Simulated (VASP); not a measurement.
**A VASP 6.6.1 single-point calculation on HgTe**

INCAR

```
ENCUT = 520
PREC = Accurate
IBRION = -1
EDIFF = 1E-7
NELM = 65
ISMEAR = 2
ISIF = 2
LCHARG = .FALSE.
LWAVE = .FALSE.
SIGMA = 0.8
NSW = 0
LASPH = .TRUE.
NBANDS = 16
LREAL = .FALSE.
GGA = PE
```

KPOINTS

```
KPOINTS created by Atomic Simulation Environment
0
Gamma
6 6 6
0 0 0
```

POSCAR

```
Hg Te
 1.0000000000000000
     0.0000000000000000    3.3878326229000000    3.3878326229000000
     3.3878326229000000    0.0000000000000000    3.3878326229000000
     3.3878326229000000    3.3878326229000000    0.0000000000000000
 Hg  Te
   1   1
Cartesian
  0.0000000000000000  0.0000000000000000  0.0000000000000000
  1.6939163114500000  1.6939163114500000  1.6939163114500000
```

The recommended PBE PAW datasets give the neutral cell 18 valence electrons.

Command

```
mpirun -np 1 vasp_std
```

OSZICAR

```
N       E                     dE             d eps       ncg     rms          rms(c)
DAV:   1     0.103340749064E+03    0.10334E+03   -0.77238E+03   512   0.946E+02
DAV:   2    -0.337140598435E-01   -0.10337E+03   -0.96660E+02   600   0.224E+02
DAV:   3    -0.377380965146E+01   -0.37401E+01   -0.37298E+01   632   0.436E+01
DAV:   4    -0.381200321257E+01   -0.38194E-01   -0.38191E-01   744   0.397E+00
DAV:   5    -0.381211068537E+01   -0.10747E-03   -0.10747E-03   672   0.201E-01    0.557E+00
DAV:   6    -0.361915437442E+01    0.19296E+00   -0.38042E-01   576   0.751E+00    0.462E+00
DAV:   7    -0.361410871594E+01    0.50457E-02   -0.79071E-02   576   0.182E+00    0.193E+00
DAV:   8    -0.361386796392E+01    0.24075E-03   -0.72479E-03   600   0.925E-01    0.400E-01
DAV:   9    -0.361391367142E+01   -0.45707E-04   -0.72110E-04   664   0.280E-01    0.708E-02
DAV:  10    -0.361394425723E+01   -0.30586E-04   -0.86592E-05   568   0.802E-02    0.408E-02
DAV:  11    -0.361395811793E+01   -0.13861E-04   -0.20545E-05   616   0.280E-02    0.128E-02
DAV:  12    -0.361395824742E+01   -0.12949E-06   -0.27628E-06   576   0.971E-03    0.102E-02
DAV:  13    -0.361395823532E+01    0.12098E-07   -0.14465E-07   648   0.217E-03
   1 F= -.36139582E+01 E0= -.36202319E+01  d E =0.250948E-01
```

From OUTCAR

```
k-points           NKPTS =     16   k-points in BZ     NKDIM =     16   number of bands    NBANDS=     16

   NELECT =      18.0000    total number of electrons

   dimension x,y,z NGX =    36 NGY =   36 NGZ =   36
   dimension x,y,z NGXF=    72 NGYF=   72 NGZF=   72

  energy-cutoff  :      520.00
  volume of cell :       77.77
      direct lattice vectors                 reciprocal lattice vectors
     0.000000000  3.387832623  3.387832623    -0.147586984  0.147586984  0.147586984
     3.387832623  0.000000000  3.387832623     0.147586984 -0.147586984  0.147586984
     3.387832623  3.387832623  0.000000000     0.147586984  0.147586984 -0.147586984

 k-points in reciprocal lattice and weights: KPOINTS created by Atomic Simulation Env
   0.00000000  0.00000000  0.00000000       0.005
   0.16666667  0.00000000  0.00000000       0.037
   0.33333333  0.00000000  0.00000000       0.037
   0.50000000  0.00000000  0.00000000       0.019
   0.16666667  0.16666667  0.00000000       0.028
   0.33333333  0.16666667  0.00000000       0.111
   0.50000000  0.16666667  0.00000000       0.111
  -0.33333333  0.16666667  0.00000000       0.111
   ...

 E-fermi :   1.7858

 k-point     1 :       0.0000    0.0000    0.0000
  band No.  band energies     occupation
      1      -9.3616      2.00000
      2      -4.9134      2.00000
      3      -4.9134      2.00000
      4      -4.9134      2.00000
      5      -4.5389      2.00000
      6      -4.5389      2.00000
      7       0.6804      2.04119
      8       1.7240      1.16262
      9       1.7240      1.16262
     10       1.7241      1.16261
     11       6.1718      0.00000
     12       6.1718      0.00000
     13       6.1718      0.00000
     14       8.2336      0.00000
     15      11.0675      0.00000
     16      11.0675      0.00000

 k-point     2 :       0.1667    0.0000    0.0000
  band No.  band energies     occupation
      1      -9.2645      2.00000
      2      -4.8876      2.00000
      3      -4.8876      2.00000
      4      -4.8563      2.00000
      5      -4.5404      2.00000
      6      -4.5404      2.00000
      7      -0.5299      1.99904
      8       1.5136      1.65908
      9       1.5136      1.65908
     10       2.3760     -0.06013
     11       6.0998      0.00000
     12       6.4741      0.00000
     13       6.4741      0.00000
     14       9.4412      0.00000
     15      10.2735      0.00000
     16      10.2735      0.00000

 k-point     3 :       0.3333    0.0000    0.0000
  band No.  band energies     occupation
      1      -9.0590      2.00000
      2      -4.8426      2.00000
      3      -4.8426      2.00000
      4      -4.6176      2.00000
      5      -4.5339      2.00000
      6      -4.5339      2.00000
      7      -2.0836      2.00000
      8       1.1501      2.08089
      9       1.1501      2.08089
     10       2.4856     -0.09790
     11       6.8252      0.00000
     12       6.8252      0.00000
     13       7.2946      0.00000
     14       9.4614      0.00000
     15      10.5187      0.00000
     16      10.5187      0.00000

 ...

  Total       -0.8048230     -0.8048230     -0.8048230      0.0000000      0.0000000     -0.0000000
  in kB      -16.5811687    -16.5811687    -16.5811687      0.0000000      0.0000000     -0.0000000
  external PRESSURE =     -16.5811687 kB  Pullay stress =       0.0000000 kB

 POSITION                                       TOTAL-FORCE (eV/Angst)
 -----------------------------------------------------------------------------------
      0.00000      0.00000      0.00000         0.000000      0.000000     -0.000000
      1.69392      1.69392      1.69392        -0.000000     -0.000000      0.000000
 -----------------------------------------------------------------------------------
    total drift:                               -0.000000     -0.000000     -0.000000

  FREE ENERGIE OF THE ION-ELECTRON SYSTEM (eV)
  ---------------------------------------------------
  free  energy   TOTEN  =        -3.6139582353 eV

  energy  without entropy=       -3.6390530543  energy(sigma->0) =       -3.62023194
```

It converged. Results: gap between bands v and c on the k mesh 0.00 eV; least direct gap on the k mesh 0.00 eV; pressure -1.7 GPa. Band v is the last that the valence electrons fill when counted band by band, and c is the next.

One setting is odd (smearing far too wide), but here it hardly changes the result.

On sound settings PBE gives a gap of 0.00 eV on its mesh and a pressure of -1.6 GPa for the intended cell. This run's energy (σ→0) differs from it by 1 meV an atom.

The run took about 15 s on one core of a shared host (Intel Xeon Platinum 8488C) and held 0.21 GiB at most.
